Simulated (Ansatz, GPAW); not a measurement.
Given: the input of a run of GPAW 26.7.0 (ASE script) on Cu (Copper). 

run.py

```python
from ase.dft.bandgap import bandgap
from ase.io import read, write
from ase.units import Bohr, GPa
from gpaw import GPAW, PW
from gpaw.elf import elf_from_dft_calculation

atoms = read('POSCAR')

calc = GPAW(mode=PW(600),
            xc='PBE',
            kpts={'size': (13, 13, 13), 'gamma': True},
            occupations={'name': 'methfessel-paxton', 'order': 0, 'width': 0.026000000000000002},
            nbands=14,
            convergence={'density': 1e-05, 'energy': 1e-05},
            maxiter=150,
            txt='gpaw.txt')
atoms.calc = calc
energy = atoms.get_potential_energy()
forces = atoms.get_forces()
stress = atoms.get_stress()
calc.write('gs.gpw')
write('result.traj', atoms)
print(f'Energy: {energy:.6f} eV')
print('Forces (eV/A):')
print(forces.round(4))
print('Stress (GPa):', (stress / GPa).round(3))
print('Fermi level:', round(calc.get_fermi_level(), 4), 'eV')
print(f'Gap: {bandgap(calc)[0]:.4f} eV, direct: {bandgap(calc, direct=True)[0]:.4f} eV')

# fields on the real-space grid
write('density.cube', atoms, data=calc.get_pseudo_density() * Bohr**3)
write('potential.cube', atoms, data=calc.get_electrostatic_potential())
write('elf.cube', atoms, data=elf_from_dft_calculation(calc).data)
```

POSCAR

```
Cu
1.0
    0.0000000000      1.8075000000      1.8075000000
    1.8075000000      0.0000000000      1.8075000000
    1.8075000000      1.8075000000      0.0000000000
Cu
1
Direct
    0.0000000000      0.0000000000      0.0000000000
```

Potentials or basis: GPAW PAW data sets (gpaw-data 1.2.1), pw.

Command:

```console
$ OMP_NUM_THREADS=1 python run.py
```

Task: Set up the same calculation for Ansatz 0.2.0. Potentials or basis there: all-electron LAPW, scalar-relativistic.

Result: As run (cutoffs and basis follow the program's own potentials, and thresholds, step limits or extra output files can differ):

Contents of input.yaml:

```yaml
crystal:
  lattice:
    - [0.0, 1.8075, 1.8075]
    - [1.8075, 0.0, 1.8075]
    - [1.8075, 1.8075, 0.0]
  atoms:
    - { symbol: Cu, position: [0.0, 0.0, 0.0] }
kpoints:
  mp_grid: { grid: [13, 13, 13] }
scf:
  occupations: { method: gaussian, width: 0.026 }
hamiltonian:
  xc: pbe
  pseudopotentials: { kind: all_electron, lapw: { basis_error: 0.001 } }
output:
  forces: true
  stress: true
  eigenvalues: true
```

Potentials or basis: all-electron LAPW, scalar-relativistic.

Run with:

```console
$ ansatz run input.yaml --threads 1 --pin off --max-ram 3072MiB --backend cpu --events-out ev --progress --plain --runs-dir out
```

Both were run:

|  | GPAW | Ansatz |
| --- | --- | --- |
| Pressure | 3.1 GPa | 1.6 GPa |

Where Ansatz's input types no cutoff or centring, it takes its own default and a Γ-centred mesh.

The two runs disagree by more than potentials and bases usually give (in gap, levels, pressure or energy); the cause wasn't traced.

Pressure is positive in compression.
